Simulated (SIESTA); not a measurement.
Crystal: ZnS (Wurtzite-6H).

```
Zn S
1.0
     3.81200    0.00000    0.00000
    -1.90600    3.30129    0.00000
     0.00000    0.00000   18.68999
Zn S
6 6
Direct
  0.33333 0.66667 0.83333
  0.66667 0.33333 0.33333
  0.66667 0.33333 0.66667
  0.33333 0.66667 0.16667
  0.00000 0.00000 0.50000
  0.00000 0.00000 0.00000
  0.33333 0.66667 0.95833
  0.66667 0.33333 0.45833
  0.66667 0.33333 0.79167
  0.33333 0.66667 0.29167
  0.00000 0.00000 0.62500
  0.00000 0.00000 0.12500
```

Program: SIESTA 5.4.2. Alike in all runs: task band structure; no spin polarisation; cell as given; k mesh 8 × 8 × 2; smearing fermi-dirac 0.05 eV; grid cutoff 800 Ry.

**Question.** Order these runs on this cell by their band gap on the k mesh, lowest first.
A. level RPBE; potentials or basis PseudoDojo 0.4 standard (PBE files), DZP (energy shift 0.002 Ry); energy shift 0.002 Ry
B. level PBE; potentials or basis PseudoDojo 0.4 standard (PBE files), DZP (energy shift 0.002 Ry); energy shift 0.002 Ry
C. level PBE; potentials or basis PseudoDojo 0.4 standard (PBE files), TZP (energy shift 0.01 Ry); energy shift 0.01 Ry

**Answer.** C (2.41 eV), B (2.82 eV), A (3.00 eV).

Caveats: the valence orbitals were made in a potential fitted to the semicore shell under them, which widens gaps by tenths of an eV or more; the basis of atomic orbitals isn't converged, which shifts pressures, moduli and gaps.

